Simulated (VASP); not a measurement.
# Ta2N (P-3m1) in VASP: further runs

The runs below take Ta2N through single point, with PBE.

Program: VASP 6.6.1. These are calculated values, not measurements. Logs are shortened: lines on timing, memory, paths and dates and some standing lists are left out, and cuts for length are marked.

### Step 1. The crystal as given

The structure is trigonal, space group P-3m1 (No. 164). The conventional cell has a = 3.113 Å, b = 3.113 Å, c = 4.870 Å, α = 90.00°, β = 90.00°, γ = 120.00°. Ta (site symmetry 3m) is surrounded by 3 N at 2.18 Å. N (site symmetry -3m) is surrounded by 6 Ta at 2.18 Å.

The cell comes from a database or a generator and needn't be the stable form of this composition.

### Step 2. Single point, PBE

File INCAR:

```
ADDGRID = False ; ALGO = Normal
EDIFF = 1E-7 ; ENCUT = 460
GGA = PE ; ISIF = 2
ISMEAR = 0 ; LASPH = True
LCHARG = False ; LREAL = False
LWAVE = False ; NELM = 100
PREC = Accurate ; SIGMA = 0.05
```

File KPOINTS:

```
k-points
0
Gamma
  9 9 5
```

File POSCAR:

```
Ta2N
1.0
    3.1128615060      0.0000000000      0.0000000000
   -1.5564307530      2.6958171426      0.0000000000
    0.0000000000      0.0000000000      4.8698410000
Ta N
2 1
Direct
    0.3333333333      0.6666666667      0.2547110000
    0.6666666667      0.3333333333      0.7452890000
    0.0000000000      0.0000000000      0.0000000000
```

Potentials or basis: VASP PAW PBE potentials, release 64 (Ta_pv, N).

On the command line:

```bash
> cat potpaw_PBE.64/Ta_pv/POTCAR potpaw_PBE.64/N/POTCAR > POTCAR
> mpirun -np 1 vasp_std > vasp.out
```

OUTCAR:

```text
EDIFF = 1E-7
   ENCUT = 460
   GGA = PE
   ISIF = 2
   ISMEAR = 0
   LASPH = True
   LREAL = False
   NELM = 100
   PREC = Accurate

 Found     50 irreducible k-points:

 Following reciprocal coordinates:
            Coordinates               Weight
  0.000000  0.000000  0.000000      1.000000
  0.111111  0.000000  0.000000      6.000000
  0.222222  0.000000  0.000000      6.000000
  0.333333  0.000000  0.000000      6.000000
  0.444444  0.000000  0.000000      6.000000
  0.111111  0.111111  0.000000      6.000000
   k-points           NKPTS =     50   k-points in BZ     NKDIM =     50   number of bands    NBANDS=     17
   number of dos      NEDOS =    301   number of ions     NIONS =      3
   total plane-waves  NPLWV =  20736
   dimension x,y,z NGX =    24 NGY =   24 NGZ =   36
   dimension x,y,z NGXF=    48 NGYF=   48 NGZF=   72
   ions per type =               2   1
   NGX,Y,Z   is equivalent  to a cutoff of  12.82, 12.82, 12.29 a.u.
   NGXF,Y,Z  is equivalent  to a cutoff of  25.63, 25.63, 24.58 a.u.
 SYSTEM =  unknown system
   PREC   = accura    normal or accurate (medium, high low for compatibility)
   ISTART =      0    job   : 0-new  1-cont  2-samecut
   ICHARG =      2    charge: 1-file 2-atom 10-const
   ISPIN  =      1    spin polarized calculation?
   LNONCOLLINEAR =      F non collinear calculations
   LSORBIT =      F    spin-orbit coupling
   LASPH  =      T    aspherical Exc in radial PAW
   ENCUT  =  460.0 eV  33.81 Ry    5.81 a.u.   5.44  5.44  8.52*2*pi/ulx,y,z
   NELM   =    100;   NELMIN=  2; NELMDL= -5     # of ELM steps
   EDIFF  = 0.1E-06   stopping-criterion for ELM
   LREAL  =      F    real-space projection
   EDIFFG = 0.1E-05   stopping-criterion for IOM
   NSW    =      0    number of steps for IOM
   IBRION =     -1    ionic relax: 0-MD 1-quasi-New 2-CG
   NFREE  =      0    steps in history (QN), initial steepest desc. (CG)
   ISIF   =      2    stress and relaxation
   ISYM   =      2    0-nonsym 1-usesym 2-fastsym
   POTIM  = 0.5000    time-step for ionic-motion
   TEBEG  =    0.0;   TEEND  =   0.0 temperature during run
   PSTRESS=    0.0 pullay stress
   NELECT =      27.0000    total number of electrons
   NUPDOWN=      -1.0000    fix difference up-down
   EMIN   =  10.00;   EMAX   =-10.00  energy-range for DOS
   EFERMI =   0.00;   METHOD = LEGACY
   ISMEAR =     0;   SIGMA  =   0.05  broadening in eV -4-tet -1-fermi 0-gaus
   EFERMI_NEDOS =   21; number of points for ismear=-14 and -15
   IALGO  =     38    algorithm
   IMIX   =      4    mixing-type and parameters
     AMIX     =   0.40;   BMIX     =  1.00
     AMIX_MAG =   1.60;   BMIX_MAG =  1.00
  volume/ion in A,a.u.               =      13.62        91.93
  Fermi-wavevector in a.u.,A,eV,Ry     =   1.425852  2.694469 27.661374  2.033054
  Thomas-Fermi vector in A             =   2.546192
   LORBIT       =      0    0 simple, 1 ext, 2 COOP (PROOUT), +10 PAW based schemes
   GGA     = PE    functional components
   LHFCALC =     F    Hartree Fock is set to
   AEXX    =    0.0000 exact exchange contribution
   IVDW    =     0    specifies the selected vdW correction
   LEPSILON=     F    determine dielectric tensor
   LRPA    =     F    only Hartree local field effects (RPA)
 non-spin polarized calculation
 Gauss-broadening in eV      SIGMA  =   0.05
  energy-cutoff  :      460.00
  volume of cell :       40.87
 maximum number of plane-waves:       935
 NGX is ok and might be reduce to    24
   NGX = 11   NGY = 11   NGZ = 17

 number of electron      26.9999996 magnetization

 Free energy of the ion-electron system (eV)
  ---------------------------------------------------
  ext. energy  EPLUGINS =         0.00000000
  ---------------------------------------------------
  free energy    TOTEN  =       -34.37483734 eV

  energy without entropy =      -34.37233040  energy(sigma->0) =      -34.37358387

 E-fermi :   7.4748     XC(G=0): -12.8465

 val. band max:        7.4738895464   @ k =   0.1111   0.0000   0.0000
 cond. band min:       7.4759795455   @ k =   0.2222   0.0000   0.0000
 fundamental gap:      0.0020899991
 Fermi energy:         7.4747695507

 k-point     1 :       0.0000    0.0000    0.0000
  band No.  band energies     occupation
      1     -28.2200      2.00000
      2     -27.5153      2.00000
      3     -27.5153      2.00000
      4     -27.3901      2.00000
      5     -27.3901      2.00000
      6     -27.2663      2.00000
      7      -9.9548      2.00000
      8      -0.9188      2.00000
      9       1.4341      2.00000
     10       1.4341      2.00000
     11       2.5034      2.00000
     12       6.8173      2.00000
     13       7.2334      2.00000
     14       7.2334      2.00000
     15       7.7464      0.00000
     16       7.7464      0.00000
     17       7.7471      0.00000

 k-point     2 :       0.1111    0.0000    0.0000
  band No.  band energies     occupation
      1     -28.1839      2.00000
      2     -27.5863      2.00000
      3     -27.5408      2.00000
      4     -27.4611      2.00000
      5     -27.3960      2.00000
      6     -27.2805      2.00000
      7      -9.8270      2.00000
      8      -0.6360      2.00000
      9       0.6414      2.00000
     10       1.4369      2.00000
     11       3.2107      2.00000
     12       5.8694      2.00000
     13       6.7122      2.00000
     14       7.4141      1.91387
     15       7.4739      1.01986
     16       7.5734      0.00528
     17       8.7744      0.00000

 k-point     3 :       0.2222    0.0000    0.0000
  band No.  band energies     occupation
      1     -28.0852      2.00000
      2     -27.7670      2.00000
      3     -27.6302      2.00000
      4     -27.6003      2.00000
      5     -27.4155      2.00000
      6     -27.3251      2.00000
      7      -9.5347      2.00000
      8      -0.3119      2.00000
      9       0.1080      2.00000
     10       1.3870      2.00000
     11       3.7485      2.00000
     12       4.8046      2.00000
     13       5.8988      2.00000
     14       7.4760      0.97270
     15       8.2781      0.00000
     16       8.5386      0.00000
     17       9.2049      0.00000

 k-point     4 :       0.3333    0.0000    0.0000
  band No.  band energies     occupation
      1     -27.9955      2.00000
      2     -27.9275      2.00000
      3     -27.8080      2.00000
      4     -27.6630      2.00000
      5     -27.4418      2.00000
      6     -27.3995      2.00000
      7      -9.2644      2.00000
      8      -0.7912      2.00000
      9       0.6928      2.00000
     10       1.2539      2.00000
     11       3.3880      2.00000
     12       4.7136      2.00000
     13       5.6839      2.00000
     14       8.2017      0.00000
     15       9.1050      0.00000
     16       9.8119      0.00000
     17       9.9200      0.00000

 k-point     5 :       0.4444    0.0000    0.0000
  band No.  band energies     occupation
      1     -28.1146      2.00000
      2     -27.9193      2.00000
      3     -27.8193      2.00000
      4     -27.7021      2.00000
      5     -27.4808      2.00000
      6     -27.4604      2.00000
      7      -9.1280      2.00000
      8      -0.9707      2.00000
      9       0.9326      2.00000
     10       1.1389      2.00000
     11       2.9947      2.00000
     12       4.8349      2.00000
     13       6.0159      2.00000
     14       9.1519      0.00000
     15       9.2263      0.00000
     16      10.9029      0.00000
     17      11.1680      0.00000

 k-point     6 :       0.1111    0.1111    0.0000
  band No.  band energies     occupation
      1     -28.1163      2.00000
      2     -27.6853      2.00000
      3     -27.6506      2.00000
      4     -27.5240      2.00000
      5     -27.4253      2.00000
      6     -27.3099      2.00000
      7      -9.6179      2.00000
      8      -0.1529      2.00000
      9      -0.0173      2.00000
     10       1.3757      2.00000
     11       3.7261      2.00000
     12       4.9589      2.00000
     13       6.1517      2.00000
     14       7.2247      2.00000
     15       7.8405      0.00000
     16       8.4166      0.00000
     17       9.5509      0.00000

 [... further k-points ...]

------------------------ aborting loop because EDIFF is reached ----------------------------------------

  FORCE on cell =-STRESS in cart. coord.  units (eV):
  Direction    XX          YY          ZZ          XY          YZ          ZX
  --------------------------------------------------------------------------------------
  -------------------------------------------------------------------------------------
  Total       -0.4483919     -0.4483919      0.0282206      0.0000000      0.0000000      0.0000000
  in kB      -17.5793701    -17.5793701      1.1063972      0.0000000      0.0000000      0.0000000
  external PRESSURE =     -11.3507810 kB  Pullay stress =       0.0000000 kB

 VOLUME and BASIS-vectors are now :
 -----------------------------------------------------------------------------
  energy-cutoff  :      460.00
  volume of cell :       40.87
      direct lattice vectors                 reciprocal lattice vectors
     3.112861506  0.000000000  0.000000000     0.321247829  0.185472520  0.000000000
    -1.556430753  2.695817143  0.000000000     0.000000000  0.370945041  0.000000000
     0.000000000  0.000000000  4.869841000     0.000000000  0.000000000  0.205345513

 POSITION                                       TOTAL-FORCE (eV/Angst)
 -----------------------------------------------------------------------------------
     -0.00000      1.79721      1.24040         0.000000      0.000000      0.069631
      1.55643      0.89861      3.62944        -0.000000     -0.000000     -0.069631
      0.00000      0.00000      0.00000         0.000000      0.000000      0.000000
 -----------------------------------------------------------------------------------
    total drift:                               -0.000000      0.000000      0.000000

  FREE ENERGIE OF THE ION-ELECTRON SYSTEM (eV)
  ---------------------------------------------------
  free  energy   TOTEN  =       -34.3748373410 eV

  energy  without entropy=      -34.3723304045  energy(sigma->0) =      -34.37358387
```

Run time: 52 s. Hardware: 1 thread of AMD EPYC 7R43 (Zen 3), shared host; peak memory 0.13 GiB.

These settings aren't checked as converged: the numbers below hold their error.

What came out:

```
Free energy            : -34.3748 eV
Pressure               : -1.1 GPa
Largest force          : 0.070 eV/Å
Band gap on the k mesh : none (metal or under the smearing width)
```

Caveat: the cutoff is under 1.25 times the usual one of these potentials, so pressure, stress and relaxed cells hold a basis-set (Pulay) error.

[end of part 1 of 3]
